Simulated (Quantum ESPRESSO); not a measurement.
**SiC (Moissanite 3C): zone-centre phonons**

Aim: the zone-centre modes of SiC (Moissanite 3C).

Main program and level: Quantum ESPRESSO 7.5; DFT PBE, scalar-relativistic, plane waves, GBRV ultrasoft pseudopotentials.

The experiments to compare with:

For SiC, 3C polytype (zincblende) (single crystals from silicon oxide and carbon black reaction at 2800 K, annealed in air), “On melting of silicon carbide under pressure” (2012, arxiv:1210.3244) quotes earlier work: lattice constant a (a of cubic 3C-SiC starting crystals) 4.357 Å [Starting-material characterisation; no method, uncertainty or temperature given].

“Infrared properties of SiC particles” (1999, arxiv:astro-ph/9903031) quotes from earlier work for SiC, 3C (beta, cubic zinc blende) (literature average; scatter up to 0.2): ε∞ (high-frequency dielectric constant) 6.49 [average of published experimental values; polytype label garbled in the row, 3C inferred …].

For SiC, 3C zinc blende (undoped polycrystalline, with stacking faults), “Role of Spin, Phonon and Plasmon Dynamics on Ferromagnetism in Cr doped 3C-SiC” (2018, arxiv:1810.03146) gives, by Raman scattering, 488 nm: Raman mode (TO at Gamma) 796 cm⁻¹ [overlaps with a disorder-induced band at 789 cm-1; sample has stacking faults …].

“Optical properties of silicon carbide for astrophysical applications I. New laboratory infrared reflectance spectra and optical constants” (2008, arxiv:0803.1210) reports for SiC, 3C (zinc blende), by FTIR reflectance, classical dispersion analysis (high-purity CVD 3C-SiC wafer, 292 K): infrared mode (TO at Gamma) about 797.5 cm⁻¹ [TO position from reflectance band and dispersion fit; imperfect surface polish].

**1. Set-up**

It takes space group F-43m (No. 216, cubic). Conventional cell: a = 4.358 Å, b = 4.358 Å, c = 4.358 Å, α = 90.00°, β = 90.00°, γ = 90.00°. Si has 4 C at 1.89 Å nearest. Nearest to C lie 4 Si at 1.89 Å. Farther neighbours are not listed.

As a file:

```cif
data_structure
_symmetry_space_group_name_H-M 'P 1'
_symmetry_Int_Tables_number 1
_cell_length_a 3.0816
_cell_length_b 3.0816
_cell_length_c 3.0816
_cell_angle_alpha 60.000
_cell_angle_beta 60.000
_cell_angle_gamma 60.000
_cell_volume 20.69
loop_
_atom_site_label
_atom_site_type_symbol
_atom_site_fract_x
_atom_site_fract_y
_atom_site_fract_z
_atom_site_occupancy
Si1 Si 0.00000 0.00000 0.00000 1
C2 C 0.25000 0.25000 0.25000 1
```

**2. A probe with smearing**

A cheap run with smearing and empty bands tells whether the crystal has a gap, which decides between fixed occupations and smearing later on.

probe.in

```
&control
   calculation = 'scf'
   prefix = 'x'
   outdir = './tmp'
   pseudo_dir = './pseudo'
   tprnfor = .true.
   tstress = .true.
   verbosity = 'high'
/
&system
   ibrav = 2
   celldm(1) = 8.23542645
   nat = 2
   ntyp = 2
   ecutwfc = 55.0
   ecutrho = 440.0
   occupations = 'smearing'
   smearing = 'gaussian'
   degauss = 0.01
/
&electrons
   conv_thr = 1.0d-07
   mixing_beta = 0.7
   electron_maxstep = 100
/
ATOMIC_SPECIES
 Si     28.0850  Si.upf
 C      12.0110  C.upf
ATOMIC_POSITIONS crystal
 Si     0.000000000   0.000000000   0.000000000
 C      0.250000000   0.250000000   0.250000000
K_POINTS automatic
 8 8 8 0 0 0
```

On the command line:

```sh
$ OMP_NUM_THREADS=1 mpirun -n 4 pw.x -nk 4 -in probe.in > probe.out
```

Log:

```text
[banners, grids, parts of the stress and lines that vanish by symmetry left out]
Program PWSCF v.7.5
     bravais-lattice index     =            2
     lattice parameter (alat)  =       8.2354  a.u.
[...]
kinetic-energy cutoff     =      55.0000  Ry
     charge density cutoff     =     440.0000  Ry
     scf convergence threshold =      1.0E-07
[...]
Exchange-correlation= SLA  PW   PBE  PBE
                           (   1   4   3   4   0   0   0)
[...]
24 Sym. Ops. (no inversion) found
[...]
(     0          1          0      )
                  (     0          0          1      )
[...]
(  0.0000000  1.0000000  0.0000000 )
                  (  0.0000000  0.0000000  1.0000000 )
[...]
(     1          0         -1      )
                  (     0          0         -1      )
[...]
(  0.0000000  1.0000000  0.0000000 )
[...]
(    -1          0          1      )
                  (    -1          0          0      )
[...]
(  0.0000000  0.0000000  1.0000000 )
                  (  0.0000000 -1.0000000  0.0000000 )
[...]
number of k points=    29  Gaussian smearing, width (Ry)=  0.0100
[...]
End of self-consistent calculation
[...]
the Fermi energy is    10.2786 ev
!    total energy              =     -21.11727825 Ry
[...]
convergence has been achieved in   6 iterations
[...]
atom    1 type  1   force =     0.00000000    0.00000000    0.00000000
     atom    2 type  2   force =     0.00000000    0.00000000    0.00000000
[...]
Total force =     0.000000     Total SCF correction =     0.000000
[...]
total   stress  (Ry/bohr**3)                   (kbar)     P=       31.33
[...]
XML data file, charge density, pseudopotentials, collected wavefunctions

   JOB DONE.
```

Wall time 2.3 s (4 MPI ranks of Arm Neoverse V1, shared host).

Numbers from this step:

```yaml
volume_per_atom: 10.35 Å³
pressure: 3.133 GPa
gap_on_the_k_mesh: 1.369 eV
```

A gap of 1.4 eV opens on this mesh, so the crystal is taken as an insulator; the start stands at 3.1 GPa.

**3. Relaxing the cell and atoms**

The relaxation runs at a cutoff a fifth above that of the response, since stress converges more slowly with the basis than frequencies do. Forces and stress are brought to rest with tight thresholds.

relax.in

```
&control
   calculation = 'vc-relax'
   prefix = 'x'
   outdir = './tmp'
   pseudo_dir = './pseudo'
   tprnfor = .true.
   tstress = .true.
   forc_conv_thr = 2.0d-05
   etot_conv_thr = 1.0d-07
   nstep = 40
/
&system
   ibrav = 2
   celldm(1) = 8.23542645
   nat = 2
   ntyp = 2
   ecutwfc = 66
   ecutrho = 528.0
   occupations = 'fixed'
   nbnd = 6
/
&electrons
   conv_thr = 1.0d-11
   mixing_beta = 0.7
   electron_maxstep = 100
/
&ions
/
&cell
   press_conv_thr = 0.2
/
ATOMIC_SPECIES
 Si     28.0850  Si.upf
 C      12.0110  C.upf
ATOMIC_POSITIONS crystal
 Si     0.000000000   0.000000000   0.000000000
 C      0.250000000   0.250000000   0.250000000
K_POINTS automatic
 10 10 10 0 0 0
```

On the command line:

```sh
$ OMP_NUM_THREADS=1 mpirun -n 4 pw.x -nk 4 -in relax.in > relax.out
```

Log:

```text
[banners, grids, parts of the stress and lines that vanish by symmetry left out]
[banner, memory and clock lines left out]
Program PWSCF v.7.5

[...]
kinetic-energy cutoff     =      66.0000  Ry
     charge density cutoff     =     528.0000  Ry
     scf convergence threshold =      1.0E-11
[...]
energy convergence thresh.=      1.0E-07
     force convergence thresh. =      2.0E-05
     press convergence thresh. =      2.0E-01
     Exchange-correlation= SLA  PW   PBE  PBE
                           (   1   4   3   4   0   0   0)
[...]
24 Sym. Ops. (no inversion) found
[...]
number of k points=    47
[...]
End of self-consistent calculation
[...]
highest occupied, lowest unoccupied level (ev):     9.4572   10.8268
!    total energy              =     -21.11743569 Ry
[...]
convergence has been achieved in  12 iterations
[...]
atom    1 type  1   force =     0.00000000    0.00000000    0.00000000
     atom    2 type  2   force =     0.00000000    0.00000000   -0.00000000
     Total force =     0.000000     Total SCF correction =     0.000000
[...]
total   stress  (Ry/bohr**3)                   (kbar)     P=       30.44
[...]
number of bfgs steps    =   0
[...]
CELL_PARAMETERS (alat=  8.23542645)
[...]
ATOMIC_POSITIONS (crystal)
Si               0.0000000000        0.0000000000        0.0000000000
C                0.2500000000        0.2500000000        0.2500000000
[...]
New effective cutoffs (rho, wfc):  522.53   65.31
[...]
End of self-consistent calculation
[...]
highest occupied, lowest unoccupied level (ev):     9.2643   10.6478
!    total energy              =     -21.11763390 Ry
[...]
convergence has been achieved in   8 iterations
[...]
atom    1 type  1   force =    -0.00000000   -0.00000000    0.00000000
     atom    2 type  2   force =     0.00000000    0.00000000   -0.00000000
     Total force =     0.000000     Total SCF correction =     0.000000
[...]
total   stress  (Ry/bohr**3)                   (kbar)     P=       -3.24
[...]
number of bfgs steps    =   1
[...]
CELL_PARAMETERS (alat=  8.23542645)
[...]
ATOMIC_POSITIONS (crystal)
Si               0.0000000000       -0.0000000000       -0.0000000000
C                0.2500000000        0.2500000000        0.2500000000
[...]
New effective cutoffs (rho, wfc):  523.06   65.37
[...]
End of self-consistent calculation
[...]
highest occupied, lowest unoccupied level (ev):     9.2829   10.6650
!    total energy              =     -21.11763629 Ry
[...]
convergence has been achieved in   8 iterations
[...]
atom    1 type  1   force =     0.00000000   -0.00000000    0.00000000
     atom    2 type  2   force =    -0.00000000    0.00000000   -0.00000000
     Total force =     0.000000     Total SCF correction =     0.000000
[...]
total   stress  (Ry/bohr**3)                   (kbar)     P=       -0.07
[...]
number of bfgs steps    =   2
[...]
small trust_radius: resetting bfgs history
[...]
CELL_PARAMETERS (alat=  8.23542645)
[...]
ATOMIC_POSITIONS (crystal)
Si               0.0000000000        0.0000000000       -0.0000000000
C                0.2500000000        0.2500000000        0.2500000000
[...]
New effective cutoffs (rho, wfc):  523.07   65.37
[...]
End of self-consistent calculation
[...]
highest occupied, lowest unoccupied level (ev):     9.2833   10.6654
!    total energy              =     -21.11763629 Ry
[...]
convergence has been achieved in   4 iterations
[...]
atom    1 type  1   force =    -0.00000000   -0.00000000    0.00000000
     atom    2 type  2   force =     0.00000000   -0.00000000   -0.00000000
     Total force =     0.000000     Total SCF correction =     0.000000
[...]
total   stress  (Ry/bohr**3)                   (kbar)     P=        0.01
[...]
bfgs converged in   4 scf cycles and   3 bfgs steps
[...]
End of BFGS Geometry Optimization
     Final enthalpy           =     -21.1176362944 Ry
     File ./tmp/x.bfgs deleted, as requested
[...]
CELL_PARAMETERS (alat=  8.23542645)
[...]
ATOMIC_POSITIONS (crystal)
Si               0.0000000000        0.0000000000       -0.0000000000
C                0.2500000000        0.2500000000        0.2500000000
[...]
Final scf calculation at the relaxed structure.
[...]
kinetic-energy cutoff     =      66.0000  Ry
     charge density cutoff     =     528.0000  Ry
     scf convergence threshold =      1.0E-13
[...]
press convergence thresh. =      2.0E-01
     Exchange-correlation= SLA  PW   PBE  PBE
                           (   1   4   3   4   0   0   0)
[...]
24 Sym. Ops. (no inversion) found
[...]
number of k points=    47
[...]
c_bands:  1 eigenvalues not converged
[...]
End of self-consistent calculation
[...]
highest occupied, lowest unoccupied level (ev):     9.2833   10.6654
!    total energy              =     -21.11764425 Ry
[...]
convergence has been achieved in  12 iterations
[...]
atom    1 type  1   force =     0.00000000    0.00000000   -0.00000000
     atom    2 type  2   force =     0.00000000    0.00000000    0.00000000
     Total force =     0.000000     Total SCF correction =     0.000000
[...]
total   stress  (Ry/bohr**3)                   (kbar)     P=       -0.03
[...]
XML data file, charge density, pseudopotentials, collected wavefunctions
```

Run time: 12 s. Hardware: 4 MPI ranks.

The steps of the relaxation:

| step | energy less that of the first step (eV) | largest force (eV/Å) | pressure (GPa) | volume (Å³) |
| --- | --- | --- | --- | --- |
| 1 | 0.0000 | 0.0000 | 3.04 | 20.69 |
| 2 | -0.0027 | 0.0000 | -0.32 | 21.01 |
| 3 | -0.0027 | 0.0000 | -0.01 | 20.98 |
| 4 | -0.0027 | 0.0000 | 0.00 | 20.98 |
| 5 | -0.0028 | 0.0000 | 0.00 | 20.98 |

| conventional cell, symmetrised | before | after | change |
| --- | --- | --- | --- |
| a (Å) | 4.358 | 4.378 | +0.5 % |
| b (Å) | 4.358 | 4.378 | +0.5 % |
| c (Å) | 4.358 | 4.378 | +0.5 % |
| volume (Å³/atom) | 10.35 | 10.49 | +1.4 % |

The relaxed structure:

```
CELL_PARAMETERS angstrom
-2.18915 0.00000 2.18915
0.00000 2.18915 2.18915
-2.18915 2.18915 0.00000
ATOMIC_POSITIONS crystal
Si 0.00000 0.00000 0.00000
C 0.25000 0.25000 0.25000
```

The last row of the table of steps is pw.x's closing run on a basis chosen anew for the final cell, so its energy can jump.

This step gave:

| Quantity | Value |
| --- | --- |
| volume per atom | 10.49 Å³ |
| pressure | -0.003000 GPa |
| gap on the k-mesh | 1.382 eV |

The volume changes by +1.4 % from the cell with which this run began.

**4. Self-consistent run for the response**

The response is built on this ground state, so it is converged far tighter than an energy would need. With a gap, occupations are fixed, which also allows the response to an electric field.

scf.in

```
&control
   calculation = 'scf'
   prefix = 'x'
   outdir = './tmp'
   pseudo_dir = './pseudo'
   tprnfor = .true.
   tstress = .true.
/
&system
   ibrav = 2
   celldm(1) = 8.27379947
   nat = 2
   ntyp = 2
   ecutwfc = 55.0
   ecutrho = 440.0
   occupations = 'fixed'
   nbnd = 6
/
&electrons
   conv_thr = 1.0d-12
   mixing_beta = 0.7
   electron_maxstep = 100
/
ATOMIC_SPECIES
 Si     28.0850  Si.upf
 C      12.0110  C.upf
ATOMIC_POSITIONS crystal
 Si     0.000000000   0.000000000   0.000000000
 C      0.250000000   0.250000000   0.250000000
K_POINTS automatic
 12 12 12 0 0 0
```

On the command line:

```sh
$ OMP_NUM_THREADS=1 mpirun -n 4 pw.x -nk 4 -in scf.in > scf.out
```

Log:

```text
[banners, grids, parts of the stress and lines that vanish by symmetry left out]
[banner, memory and clock lines left out]
Program PWSCF v.7.5

[...]
kinetic-energy cutoff     =      55.0000  Ry
     charge density cutoff     =     440.0000  Ry
     scf convergence threshold =      1.0E-12
[...]
Exchange-correlation= SLA  PW   PBE  PBE
                           (   1   4   3   4   0   0   0)
[...]
24 Sym. Ops. (no inversion) found
[...]
number of k points=    72
[...]
End of self-consistent calculation
[...]
highest occupied, lowest unoccupied level (ev):     9.2832   10.6654
!    total energy              =     -21.11757358 Ry
[...]
convergence has been achieved in  16 iterations
[...]
atom    1 type  1   force =     0.00000000    0.00000000    0.00000000
     atom    2 type  2   force =    -0.00000000   -0.00000000   -0.00000000
     Total force =     0.000000     Total SCF correction =     0.000000
[...]
total   stress  (Ry/bohr**3)                   (kbar)     P=        0.59
[...]
XML data file, charge density, pseudopotentials, collected wavefunctions
```

Wall time 5.2 s (4 MPI ranks).

Read from the output:

| Quantity | Value |
| --- | --- |
| pressure | 0.059 GPa |

The cell stands at 0.059 GPa, close enough for phonons.

(Continued in part 2 of 3.)

[Host names and launcher messages were left out of these logs when they were recorded.]

[Logs are printed without paths, hosts, clocks, repeated set-up lines and the standing remarks that a program may print on its own settings, such as how far it seeks lower states.]

[Hosts, paths, dates, database ids (printed as entryN), source tags and the programs' standing remarks are cut or masked in the printed files.]
